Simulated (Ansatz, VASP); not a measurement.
**Ta2H: VASP beside Ansatz**

File INCAR:

```
PREC = Accurate
ENCUT = 520
EDIFF = 1E-6
ISMEAR = 0
SIGMA = 0.1
LREAL = F
LASPH = T
NELM = 100
ALGO = Normal
ISIF = 2
LWAVE = F
LCHARG = T
GGA = PS
LELF = T
LVHAR = T
NBANDS = 18
```

The input KPOINTS:

```
regular mesh
0
Gamma
  12 12 12
```

The input POSCAR:

```
Ta2H
1.0
    3.3467930476      0.0000000000      0.0000000000
    0.0000000000      3.3467930476      0.0000000000
    0.0000000000      0.0000000000      3.3929650062
Ta H
2 1
Direct
    0.5000000000      0.0000000000      0.7399944571
    0.0000000000      0.5000000000      0.2600055429
    0.0000000000      0.0000000000      0.0000000000
```

Input for Ansatz:

```yaml
crystal:
  lattice:
    - [3.3467930485, 0.0, 0.0]
    - [0.0, 3.3467930485, 0.0]
    - [0.0, 0.0, 3.3929650035]
  atoms:
    - { symbol: Ta, position: [0.5, 0.0, 0.7399944569] }
    - { symbol: Ta, position: [0.0, 0.5, 0.2600055431] }
    - { symbol: H, position: [0.0, 0.0, 0.0] }
basis:
  ecutwfc: 420
kpoints:
  mp_grid: { grid: [12, 12, 12] }
hamiltonian:
  xc: pbesol
scf:
  occupations: { method: gaussian, width: 0.1 }
output:
  forces: true
  stress: true
  eigenvalues: true
```

Alike in both runs: task single point; functional PBEsol; k mesh 12 × 12 × 12; occupations gaussian, width 0.1 eV; no spin polarisation.

|  | VASP | Ansatz |
| --- | --- | --- |
| version | VASP 6.6.1 | Ansatz 0.2.0 |
| potentials or method | VASP PAW PBE potentials, release 64 (Ta_pv, H) | scalar-relativistic, plane waves, PAW |
| plane-wave cutoff (eV) | 520 | 420 |
| valence electrons in the cell | 23 | 27 |

Ansatz gave:

| Quantity | Value |
| --- | --- |
| gap on the k mesh at the Fermi level (eV) | none |
| pressure (GPa) | 0.0 |
| rms of the force components (eV/Å) | 0.000 |

Problem. Which values does VASP return?

Solution. gap on the k mesh at the Fermi level (eV): none; pressure (GPa): 0.1; rms of the force components (eV/Å): 0.006.

Atom by atom the forces differ by 0.006 eV/Å (rms over components). A gap of «none» marks a metal or a gap that the smearing closes. The two sets of potentials don't hold the same shells in valence.

Caveats: the PAW data sets were made with another functional, which shifts forces and pressure a little (VASP). The runs have no spin-orbit coupling, so splittings on Ta are missing.
